Boron phosphide is a semiconductor: its valence electrons fill four bands completely, and a gap separates these from the next. Each band gives an energy for every wave vector $k$, and the crystal's energy and pressure rest on an average over all $k$. A calculation replaces this average by a sum over a regular mesh with $N$ divisions along each axis. Below, density-functional theory gives the pressure of one fixed crystal on five such meshes; positive pressure means that the crystal pushes outwards.

Ansatz 0.2.0, scalar-relativistic DFT with the PBE functional and no spin polarisation, for BP (space group F-43m, 2 atoms per cell) with cell and atoms fixed. All rows use the program's default frozen-core PAW files, a wave cutoff of 420 eV and Fermi-Dirac smearing of width 0.08 eV; pressure is positive in compression.

| k mesh | pressure (GPa) |
| --- | --- |
| 4x4x4 | 2.229 |
| 6x6x6 | 1.259 |
| 9x9x9 | 1.136 |
| 12x12x12 | 1.129 |
| 17x17x17 | 1.129 |

**(a) The atoms never move, yet the pressure changes. What does a finite mesh get wrong, and how should the error shrink as $N$ grows?**

*Solution.* Start from the limit of atoms so far apart that their electrons don't interact. The bands are then flat, every $k$ gives the same energy, and a single point suffices. Bonding makes the energy vary with $k$, and this variation can be written as a sum of waves, each belonging to a distance $R$ between cells of the crystal. On a mesh with $N$ divisions, a wave with $R$ equal to $N$ cells has the same value at every point, so the sum mistakes it for part of the average.

The error therefore measures how strongly the filled bands still depend on distances of $N$ cells. With a gap, the total over the filled bands is a smooth function of $k$, and theory says that its long-distance waves die off exponentially. In the opposite limit, a metal, the boundary between filled and empty states cuts through the bands, and the error fades much more slowly.

The smoothness belongs to the total, since single bands have kinks where they meet and exchange order. The same calculations show the difference. Between 12x12x12 and 17x17x17 the mean energies of the third and fourth bands still shift by 6 and 7 meV, in opposite directions, while the sum of all four means shifts by only 0.1 meV. The pressure depends on the filled bands together, so it can settle before they do singly.

**(b) Do the pressures follow an exponential, and what does it forecast for the 12x12x12 mesh?**

*Solution.* Let $\Delta p$ be the excess pressure over the finest mesh. The steps from 4 to 6 and from 6 to 9 divisions both refine the mesh by a factor of 1.5. A power law in $N$ would demand the same improvement each time, but $\Delta p$ falls by a factor of 8.5 and then by 18. The gain grows with the number of divisions added, as an exponential requires.

A least-squares line through the logarithms of the three coarsest excesses gives

$$\Delta p \propto e^{-cN},\qquad c\approx 1.0 .$$

About 2.3 extra divisions thus remove nine tenths of the error. For 12x12x12, which was kept out of the fit, the line forecasts 0.34 MPa; the calculation, read with more digits than the table prints, gives 0.27 MPa. A power law fitted to the same three rows forecasts 1.4 MPa, five times too much. The large first drop and the standstill at the end are therefore two stretches of one curve.

**(c) Why do the coarse meshes give too high a pressure, and not too low?**

*Solution.* Look first at the energy. All these meshes contain the point $k=0$, where the four filled levels add up to 21.6 eV, against an average of 11.1 eV over all $k$. All the waves together thus raise the sum of the levels at this point. The waves that a mesh misreads enter the average with just the value they have at $k=0$. If these long waves share the sign of the whole, the energy must come out too high. It does on every coarser mesh, by 171.3 meV per cell on 4x4x4 relative to the finest one, so the misread waves do add up to a positive error.

Pressure is the rate at which energy falls as volume grows. Expansion weakens the coupling between atoms and narrows the bands, so the waves that make up the bands should weaken too. The excess energy $\Delta E$ is then expected to shrink on expansion, and this appears as an extra outward pressure.

For a rough size, let band widths vary as the inverse square of the bond length, hence as $V^{-2/3}$ with the cell volume $V$. If $\Delta E$ follows them, then for 4x4x4, with two atoms of 11.68 Å³ each,

$$\Delta p\approx\frac{2}{3}\,\frac{\Delta E}{V}=\frac{2}{3}\times\frac{0.1713\ \text{eV}}{23.36\ \text{Å}^3}\approx 0.0049\ \text{eV/Å}^3\approx 0.78\ \text{GPa}.$$

The table gives $2.229-1.129=1.100$ GPa. The estimate has the right sign and order of magnitude but is too low, and on the 9x9x9 mesh it reaches only about half the computed excess. If every wave weakened by the same power of the volume, the estimate would miss by the same factor on every mesh. It doesn't, so waves of different lengths must respond differently to expansion.

The 1.129 GPa that remains is no mesh error. At these settings the crystal is held slightly too small and would expand if released. A finer mesh won't change that figure noticeably, though another functional, a larger wave cutoff or other atomic data might; none of these was tested here. PBE often favours cells slightly larger than the measured ones, so if the cell used here is close to experiment, part of the pressure may come from the functional.
